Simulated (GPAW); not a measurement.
# NiO (Fm-3m) in GPAW: further runs

Aim: see how the results for NiO move with the level of theory and the settings. Levels: RPBE+D3, RPBE, LDA. Tasks: equation of state, band structure.

Everything below comes from runs of GPAW 26.7.0. Logs are shortened: lines on timing, memory, paths and dates and some standing lists are left out, and cuts for length are marked. The log counts tension as positive stress, the text compression.

**Measured values to compare with.**

From “Local correlations, non-local screening, multiplets, and band formation in NiO”, 2012, arxiv:1210.6675, for a bulk crystal of NiO: band gap 4.3 eV.

The runs below are set against these values where they give the same quantity.

## (1) Starting point

The structure is cubic, space group Fm-3m (No. 225). Conventional cell: a = 4.172 Å, b = 4.172 Å, c = 4.172 Å, α = 90.00°, β = 90.00°, γ = 90.00°. Ni (site symmetry m-3m) is surrounded by 6 O at 2.09 Å. O (site symmetry m-3m) has 6 Ni at 2.09 Å as nearest neighbours.

## (2) Equation of state, RPBE+D3, collinear spin, ferromagnetic start

File run.py:

```python
from ase.calculators.mixing import SumCalculator
from ase.eos import EquationOfState
from ase.io import Trajectory, read
from ase.units import GPa
from dftd3.ase import DFTD3
from gpaw import GPAW, PW

atoms = read('NiO.cif')
atoms.set_initial_magnetic_moments([1.0, 0.0])

traj = Trajectory('eos.traj', 'w')
volumes, energies = [], []
for x in [0.94, 0.96, 0.98, 1.0, 1.02, 1.04, 1.06]:
    a = atoms.copy()
    a.set_cell(atoms.cell * x**(1 / 3), scale_atoms=True)
    calc = GPAW(mode=PW(800),
                xc='RPBE',
                kpts={'size': (8, 8, 8), 'gamma': True},
                occupations={'name': 'fermi-dirac', 'width': 0.05},
                nbands=22,
                convergence={'density': 1e-05, 'energy': 1e-05},
                maxiter=150,
                txt=f'eos-{x:.2f}.txt')
    a.calc = SumCalculator([calc, DFTD3(method='rpbe', damping='d3zero')])
    energies.append(a.get_potential_energy())
    volumes.append(a.get_volume())
    p = -a.get_stress()[:3].mean() / GPa
    calc.write(f'eos-{x:.2f}.gpw')
    traj.write(a)
    print(f'{x:.2f} {volumes[-1]:10.4f} A^3 {energies[-1]:14.6f} eV {p:9.3f} GPa', flush=True)

v0, e0, B = EquationOfState(volumes, energies, eos='birchmurnaghan').fit()
print(f'V0 = {v0:.4f} A^3, E0 = {e0:.6f} eV, B0 = {B / GPa:.2f} GPa')
```

File NiO.cif:

```cif
data_NiO
_cell_length_a 2.94991039
_cell_length_b 2.94991039
_cell_length_c 2.94991039
_cell_angle_alpha 60.00000000
_cell_angle_beta 60.00000000
_cell_angle_gamma 60.00000000
_space_group_name_H-M_alt 'P1'
_space_group_name_Hall 'P 1'
_space_group_IT_number 1
loop_
_space_group_symop_operation_xyz
'x,y,z'
loop_
_atom_site_label
_atom_site_type_symbol
_atom_site_symmetry_multiplicity
_atom_site_Wyckoff_symbol
_atom_site_fract_x
_atom_site_fract_y
_atom_site_fract_z
_atom_site_occupancy
Ni1 Ni 1 a 0.0000000000 0.0000000000 0.0000000000 1
O1 O 1 a 0.5000000000 0.5000000000 0.5000000000 1
```

Potentials or basis: the program's PAW data sets (release 1.2.1) made for this functional, pw.

Launch:

```
OMP_NUM_THREADS=1 python run.py
```

The program printed:

```text
__  _  _
 | _ |_)|_||  |
 |__||  | ||/\| - 26.7.0

Input parameters:
  mode=PW(ecut=800.0),
  convergence={'density': 1e-05, 'energy': 1e-05},
  kpts=MonkhorstPack(size=(8, 8, 8), gamma=True),
  maxiter=150,
  nbands=22,
  occupations=Occupations(name='fermi-dirac', width=0.05),
  xc=XC(name='RPBE')

Diagonalizing LCAO Hamiltonian
Converting LCAO to pw mode

               O

       Ni

Atoms  # Å, Bohr magnetons
|   | symbol |        x |        y |        z |    initial magnetic moments |
|---|--------|----------|----------|----------|-----------------------------|
| 0 |     Ni | 0.000000 | 0.000000 | 0.000000 | ( 0.0000,  0.0000,  1.0000) |
| 1 |      O | 2.910042 | 1.680113 | 1.188020 | ( 0.0000,  0.0000,  0.0000) |

Unit cell  # Å
| periodic |        x |        y |        z |  lengths |    angles |
|----------|----------|----------|----------|----------|-----------|
|      yes | 2.910042 | 0.000000 | 0.000000 | 2.910042 | 60.000000 |
|      yes | 1.455021 | 2.520170 | 0.000000 | 2.910042 | 60.000000 |
|      yes | 1.455021 | 0.840057 | 2.376039 | 2.910042 | 60.000000 |

Number of symmetries: 48
Symmetry operations  # r_c * U_cc + t_c -> r_c
|    | kind |            matrix            |
|----|------|------------------------------|
|  0 |  σ   |  1, 0, 0,  1, 0,-1,  1,-1, 0 |
|  1 |  C2  |  1, 0, 0,  1,-1, 0,  1, 0,-1 |
|  2 |  E   |  1, 0, 0,  0, 1, 0,  0, 0, 1 |
|  3 |  σ   |  1, 0, 0,  0, 0, 1,  0, 1, 0 |
|  4 |  C4  |  1, 0,-1,  1, 0, 0,  1,-1, 0 |
|  5 |  S6  |  1, 0,-1,  1,-1, 0,  1, 0, 0 |
|  6 |  σ   |  1, 0,-1,  0, 1,-1,  0, 0,-1 |
|  7 |  C3  |  1, 0,-1,  0, 0,-1,  0, 1,-1 |
|  8 |  S6  |  1,-1, 0,  1, 0, 0,  1, 0,-1 |
|  9 |  C4  |  1,-1, 0,  1, 0,-1,  1, 0, 0 |
| 10 |  C3  |  1,-1, 0,  0,-1, 1,  0,-1, 0 |
| 11 |  σ   |  1,-1, 0,  0,-1, 0,  0,-1, 1 |
| 12 |  σ   |  0, 1, 0,  1, 0, 0,  0, 0, 1 |
| 13 |  C4  |  0, 1, 0,  0, 1,-1, -1, 1, 0 |
| 14 |  C3  |  0, 1, 0,  0, 0, 1,  1, 0, 0 |
| 15 |  S6  |  0, 1, 0, -1, 1, 0,  0, 1,-1 |
| 16 |  C2  |  0, 1,-1,  1, 0,-1,  0, 0,-1 |
| 17 |  σ   |  0, 1,-1,  0, 1, 0, -1, 1, 0 |
| 18 |  S4  |  0, 1,-1,  0, 0,-1,  1, 0,-1 |
| 19 |  C4  |  0, 1,-1, -1, 1, 0,  0, 1, 0 |
| 20 |  C3  |  0, 0, 1,  1, 0, 0,  0, 1, 0 |
| 21 |  σ   |  0, 0, 1,  0, 1, 0,  1, 0, 0 |
| 22 |  S6  |  0, 0, 1,  0,-1, 1, -1, 0, 1 |
| 23 |  C4  |  0, 0, 1, -1, 0, 1,  0,-1, 1 |
| 24 |  S4  |  0, 0,-1,  1, 0,-1,  0, 1,-1 |
| 25 |  C3  |  0, 0,-1,  0, 1,-1,  1, 0,-1 |
| 26 |  C2  |  0, 0,-1,  0,-1, 0, -1, 0, 0 |
| 27 |  S6  |  0, 0,-1, -1, 0, 0,  0,-1, 0 |
| 28 |  S4  |  0,-1, 1,  1,-1, 0,  0,-1, 0 |
| 29 |  C4  |  0,-1, 1,  0, 0, 1, -1, 0, 1 |
| 30 |  C2  |  0,-1, 1,  0,-1, 0,  1,-1, 0 |
| 31 |  σ   |  0,-1, 1, -1, 0, 1,  0, 0, 1 |
| 32 |  C3  |  0,-1, 0,  1,-1, 0,  0,-1, 1 |
| 33 |  S6  |  0,-1, 0,  0, 0,-1, -1, 0, 0 |
| 34 |  S4  |  0,-1, 0,  0,-1, 1,  1,-1, 0 |
| 35 |  C2  |  0,-1, 0, -1, 0, 0,  0, 0,-1 |
| 36 |  C2  | -1, 1, 0,  0, 1, 0,  0, 1,-1 |
| 37 |  S6  | -1, 1, 0,  0, 1,-1,  0, 1, 0 |
| 38 |  S4  | -1, 1, 0, -1, 0, 1, -1, 0, 0 |
| 39 |  C3  | -1, 1, 0, -1, 0, 0, -1, 0, 1 |
| 40 |  S6  | -1, 0, 1,  0, 0, 1,  0,-1, 1 |
| 41 |  C2  | -1, 0, 1,  0,-1, 1,  0, 0, 1 |
| 42 |  C3  | -1, 0, 1, -1, 1, 0, -1, 0, 0 |
| 43 |  S4  | -1, 0, 1, -1, 0, 0, -1, 1, 0 |
| 44 |  C2  | -1, 0, 0,  0, 0,-1,  0,-1, 0 |
| 45 |  i   | -1, 0, 0,  0,-1, 0,  0, 0,-1 |
| 46 |  σ   | -1, 0, 0, -1, 1, 0, -1, 0, 1 |
| 47 |  C2  | -1, 0, 0, -1, 0, 1, -1, 1, 0 |

BZ-sampling:
  Number of BZ points: 512
  Number of IBZ points: 29

  Monkhorst-Pack size: [8, 8, 8]
  Monkhorst-Pack shift: [0.0625, 0.0625, 0.0625]

K-points  # in reciprocal-cell coordinates
|     |                                coordinates |     weight |
|-----|--------------------------------------------|------------|
|   0 | (  0.00000000,   0.00000000,   0.00000000) | 0.00195312 |
|   1 | (  0.12500000,   0.12500000,   0.00000000) | 0.01171875 |
|   2 | (  0.12500000,   0.12500000,   0.12500000) | 0.01562500 |
|   3 | (  0.25000000,   0.12500000,   0.12500000) | 0.02343750 |
|   4 | (  0.25000000,   0.25000000,   0.00000000) | 0.01171875 |
|   5 | (  0.25000000,   0.25000000,   0.12500000) | 0.04687500 |
|   6 | (  0.25000000,   0.25000000,   0.25000000) | 0.01562500 |
|   7 | (  0.37500000,   0.25000000,  -0.37500000) | 0.04687500 |
|   8 | (  0.37500000,   0.25000000,   0.12500000) | 0.04687500 |
|   9 | (  0.37500000,   0.25000000,   0.25000000) | 0.04687500 |
| ... |                                            |            |
|  28 | (  0.50000000,   0.50000000,   0.50000000) | 0.00781250 |

Plane wave coefficients: 934
Cutoff: 800.0 eV

Spin-components: 2 (collinear spins)
Bands:           22
Projectors:      11
Spin-degeneracy: 1
Datatype:        complex128

Parallelization:
  kpt:    1
  domain: 1
  band:   1

Density:
  Valence electrons: 22.0
  Components: 2
  Grid points: [20 20 20]
  Charge: 0.0  # |e|

Potential:
  Grid points: [20 20 20]

species:
  Ni:
    name:    Nickel
    Z:       28.0
    valence: 16
    core:    12
    charge:  0.0  # [|e|]
    compensation charges:
      type: gauss
      rc: 0.36  # [Å]
      lmax: 2
    cutoffs:
      filter: 2.14  # [Å]
      core: 1.98  # [Å]
    projectors
    | kind |    occ | energy [eV] | rcut [Å] |
    |------|--------|-------------|----------|
    |   4s |  2.000 |      -5.557 |    1.164 |
    |   3p |  6.000 |     -71.403 |    1.207 |
    |   4p |  0.000 |      -1.222 |    1.207 |
    |   3d |  8.000 |      -8.814 |    1.138 |
    |    s |        |      21.654 |    1.164 |
    |    d |        |      18.397 |    1.138 |

    Using partial waves for Ni as LCAO basis

  O:
    name:    Oxygen
    Z:       8.0
    valence: 6
    core:    2
    charge:  0.0  # [|e|]
    compensation charges:
      type: gauss
      rc: 0.21  # [Å]
      lmax: 2
    cutoffs:
      filter: 1.17  # [Å]
      core: 0.83  # [Å]
    projectors
    | kind |    occ | energy [eV] | rcut [Å] |
    |------|--------|-------------|----------|
    |   2s |  2.000 |     -24.041 |    0.688 |
    |   2p |  4.000 |      -8.984 |    0.598 |
    |    s |        |       3.170 |    0.688 |
    |    p |        |      18.228 |    0.598 |
    |    d |        |       0.000 |    0.619 |

    Using partial waves for O as LCAO basis

Reference energy: -43416.493437  # eV

eigensolver:
  PPCG
  Converge bands: occupied
  niter=2

density mixing:
  MSR1-Mixer
  Pratt-step length: 0.05
  Maximum mixing coefficient: 0.75
  Old densities: 10
  SVD Regularization: 0.005
  Good broyden scale: 1.0
  Trust region scale: 1.0
  Backstep threshold: 4.0
  History deletion threshold: 6.0
  Fourier metric: weight=20.0, sigma=0.015

occupation numbers:
  Fermi-Dirac:
    width: 0.0500  # eV

poisson solver:
  ecut: 6400.0  # eV

xc functional:
  name: RPBE with 2 nearest neighbor stencil

convergence criteria:
- Maximum integral of absolute [dens]ity change: 1e-05 electrons / valence electron
- Maximum [total energy] change in last 3 cyles: 1e-05 eV / valence electron
- Maximum integral of absolute [eigenst]ate change: 4e-08 eV^2 / valence electron
maximum number of iterations: 150

SCF iterations
|iter     | |      energy | eigst |  dens |  magmom |
|---------|-|-------------|-------|-------|---------|
|iter:   1| |  -12.627161 | +0.16 |       |  +1.0004|
|iter:   2| |  -12.517947 | -2.37 | -1.12 |  +0.9920|
|iter:   3| |  -12.284219 | -2.21 | -1.16 |  +0.8682|
|iter:   4| |  -12.335048 | -2.73 | -1.74 |  +0.8654|
|iter:   5| |  -12.285032 | -3.52 | -1.69 |  +0.8537|
|iter:   6| |  -12.299631 | -3.63 | -2.13 |  +0.8751|
|iter:   7| |  -12.303257 | -5.30 | -2.29 |  +0.9142|
|iter:   8| |  -12.335485 | -3.08 | -2.30 |  +1.4648|
|iter:   9| |  -10.216380 | -1.61 | -2.06 |  +4.2090|
|iter:  10| |  -12.312276 | -1.49 | -0.95 |  +1.0262|
|iter:  11| |  -12.329947 | -3.36 | -2.37 |  +1.3874|
|iter:  12| |  -12.348737 | -3.23 | -2.17 |  +1.8103|
|iter:  13| |  -12.348864 | -4.62 | -2.32 |  +1.7632|
|iter:  14| |  -12.348383 | -4.34 | -2.69 |  +1.8624|
|iter:  15| |  -12.347279 | -4.22 | -2.69 |  +1.7211|
|iter:  16| |  -12.348272 | -4.17 | -2.78 |  +1.8730|
|iter:  17| |  -12.347491 | -4.23 | -2.59 |  +1.7270|
|iter:  18| |  -12.349110 | -4.68 | -2.82 |  +1.8145|
|iter:  19| |  -12.348727 | -5.41 | -3.15 |  +1.7774|
|iter:  20| |  -12.348977 | -6.03 | -3.48 |  +1.7955|
|iter:  21| |  -12.348901 | -7.01 | -3.73 |  +1.7890|
|iter:  22| |  -12.348903c| -8.33c| -5.30c|  +1.7892|

Converged in 22 steps
Energy contributions relative to reference atoms: (reference = -43416.493437)

Energy contributions:
  Kinetic:          32.366019
  Coulomb:         -27.123822
  Zero:              0.286705
  External:          0.000000
  Xc:              -17.873942
  Entropy:          -0.007728
  Spinorbit:         0.000000
  ----------------------------
  Free energy:     -12.352767
  Extrapolated:    -12.348903

dipole moment: (-11.669723, -6.737518, -4.764144)  # |e|*Ang

Total magnetic moment: (0.000000, 0.000000, 1.789185)

Local magnetic moments
|        x |        y |        z |
|----------|----------|----------|
| 0.000000 | 0.000000 | 1.489527 |  # Ni   0
| 0.000000 | 0.000000 | 0.216460 |  # O    1

Fermi level: 9.015
Eigenvalues  # (at kpt = [0.000, 0.000, 0.000])
| band index |      eig [eV] | occ [0-1] |      eig [eV] | occ [0-1] |
|------------|---------------|-----------|---------------|-----------|
|          0 |       -56.028 |     1.000 |       -54.184 |     1.000 |
|        ... |               |           |               |           |
|          4 |         5.624 |     1.000 |         6.151 |     1.000 |
|          5 |         5.624 |     1.000 |         6.151 |     1.000 |
|          6 |         5.624 |     1.000 |         6.151 |     1.000 |
|          7 |         5.643 |     1.000 |         6.934 |     1.000 |
|          8 |         5.643 |     1.000 |         6.941 |     1.000 |
|          9 |         6.104 |     1.000 |         6.943 |     1.000 |
[... 8 lines left out ...]
|         18 |        31.676 |     0.000 |        32.180 |     0.000 |
|         19 |        31.677 |     0.000 |        32.180 |     0.000 |
|        ... |               |           |               |           |
|         21 |        35.020 |     0.000 |        35.732 |     0.000 |

No gap
No difference between direct/indirect transitions

Stress tensor  # eV/Ang^3
|         x |         y |         z |
|-----------|-----------|-----------|
| -0.178368 |  0.000000 | -0.000000 |
|  0.000000 | -0.178368 |  0.000000 |
| -0.000000 |  0.000000 | -0.178368 |

# Writing to eos-0.96.gpw (mode='')
```

It took 2.9 min on 1 thread of Intel Xeon 6975P-C (Granite Rapids), shared host; peak memory 0.3 GiB.

What came out:

| Item | Value |
| --- | --- |
| Equilibrium volume | 9.09 Å³/atom (rough: see the caveat) |
| Bulk modulus | 829 GPa (rough) |

Energy against volume, from the lowest point:
| volume (Å³/atom) | energy (meV/atom) |
| --- | --- |
| 8.531 | 91.73 |
| 8.713 | 59.50 |
| 8.894 | 33.44 |
| 9.076 | 13.75 |
| 9.257 | 0.00 |
| 9.439 | 87.05 |
| 9.620 | 92.10 |

Caveat: the energies scatter about the fit; the fit is doubtful: noisy points or a state that changes with volume; the points scatter about the fit.

## (3) Equation of state, RPBE, collinear spin, ferromagnetic start

run.py, as its differences from that of step 2:

```diff
@@ -1,9 +1,14 @@
-from ase.calculators.mixing import SumCalculator
+from ase import Atoms
 from ase.eos import EquationOfState
-from ase.io import Trajectory, read
+from ase.io import Trajectory
 from ase.units import GPa
-from dftd3.ase import DFTD3
 from gpaw import GPAW, PW
 
-atoms = read('NiO.cif')
+atoms = Atoms(['Ni', 'O'],
+              cell=[[0.0, 2.0859016414, 2.0859016414],
+                    [2.0859016414, 0.0, 2.0859016414],
+                    [2.0859016414, 2.0859016414, 0.0]],
+              scaled_positions=[[0.0, 0.0, 0.0],
+                                [0.5, 0.5, 0.5]],
+              pbc=True)
 atoms.set_initial_magnetic_moments([1.0, 0.0])
@@ -23,4 +28,4 @@
                 txt=f'eos-{x:.2f}.txt')
-    a.calc = SumCalculator([calc, DFTD3(method='rpbe', damping='d3zero')])
-    energies.append(a.get_potential_energy())
+    a.calc = calc
+    energies.append(a.get_potential_energy(force_consistent=True))
     volumes.append(a.get_volume())
```

Potentials or basis: the program's PAW data sets (release 1.2.1) made for this functional, pw.

Launch:

```
OMP_NUM_THREADS=1 python run.py
```

It took 3.4 min on 1 thread of Intel Xeon 6975P-C (Granite Rapids), shared host; peak memory 0.24 GiB.

It converged, with:

```yaml
Equilibrium_volume: "9.26 Å³/atom (rough: see the caveat)"
Bulk_modulus: 1582 GPa (rough)
```

Energy against volume, from the lowest point:
```
volume (Å³/atom)  energy (meV/atom)
           8.531             119.35
           8.713              83.44
           8.894              54.03
           9.076              30.70
           9.257              12.88
           9.439               0.00
           9.620              96.72
```

Caveat: the energies scatter about the fit; the fit is doubtful: noisy points or a state that changes with volume.

[end of part 1 of 2]
